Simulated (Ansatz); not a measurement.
Size effect of resistivity from band structure

Plane-wave DFT in Ansatz, PBEsol, scalar-relativistic PAW potentials, cutoff 420 eV, no spin-orbit coupling; no spin polarisation. Relaxed crystals; Boltzmann transport at 300 K with one relaxation time τ for all states, on bands interpolated from the mesh shown (Fermi–Dirac smearing 0.15 eV in the self-consistent run).

| metal | k mesh | σ/τ xx, yy, zz (10²⁰ Ω⁻¹ m⁻¹ s⁻¹) | N(E_F) (states eV⁻¹ nm⁻³, both spins) |
| --- | --- | --- | --- |
| Al (Fm-3m) | 20×20×20 | 31.58, 31.58, 31.58 | 25.0 |
| TaC (Fm-3m) | 16×16×16 | 14.07, 14.07, 14.07 | 28.2 |
| Ru (P6_3/mmc) | 18×18×10 | 14.94, 14.94, 18.74 | 58.6 |
| Rh (Fm-3m) | 20×20×20 | 21.24, 21.24, 21.24 | 91.7 |

Question: Get the Fermi velocity and ρλ of each, along its best-conducting axis, without knowing τ.

Answer: The trace of σ/τ is e²N(E_F)⟨v²⟩, which gives the root mean square velocity. With ρ = 1/((σ/τ)τ) and λ = vτ the time drops out: ρλ = v/(σ/τ).
| metal | v (10⁵ m/s) | ρλ (10⁻¹⁶ Ω m²) |
| --- | --- | --- |
| Rh (Fm-3m) | 6.59 | 3.1 |
| Ru (P6_3/mmc) | 7.20 | 3.8 |
| Al (Fm-3m) | 15.37 | 4.9 |
| TaC (Fm-3m) | 9.66 | 6.9 |

ρλ measures the inverse of the Fermi surface's area in k space (1/(ρλ) = e²S_F/(12π³ħ) for an isotropic metal), not the velocity: slow d electrons on a large surface can match fast s electrons. Copper's value in the literature is about 6.7×10⁻¹⁶ Ω m².

Question: How much resistivity do surfaces and grain boundaries add in a square wire 10 nm wide, with diffuse surfaces, grains as wide as the wire and a reflection coefficient of 0.3?

Answer: In the common approximations to Fuchs–Sondheimer and Mayadas–Shatzkes, Δρ = ρλ [3(1 − p)/(4d) + 3R/(2D(1 − R))], with specularity p = 0, R = 0.3, and width d and grain size D both 10 nm, so Δρ = ρλ × 1.39×10⁸ m⁻¹: Rh (Fm-3m) 4.3 μΩ cm, Ru (P6_3/mmc) 5.3 μΩ cm, Al (Fm-3m) 6.8 μΩ cm, TaC (Fm-3m) 9.6 μΩ cm. The rise is smallest in Rh (Fm-3m). The wire's resistivity is this plus the bulk value, which needs phonon and disorder scattering and wasn't computed, so a small ρλ is needed but not enough: a wire metal must also be stable, stay ordered and resist electromigration and oxidation. One τ for all states gives, as a rule, a lower ρλ than one λ would, by some tens of per cent where velocities vary over the Fermi surface, which flatters d metals against copper, and the values hang on the mesh; the best axis of an anisotropic metal needs oriented grains, and the mean velocity understates λ along it.

Spin-orbit coupling, left out, matters for the members with heavy elements.

Cost: about 12 core-minutes for the runs cited, on Intel Xeon Platinum 8175M (Skylake/Cascade Lake), AMD EPYC 9R45 (Zen 5), AMD EPYC 7R43 (Zen 3) (shared hosts).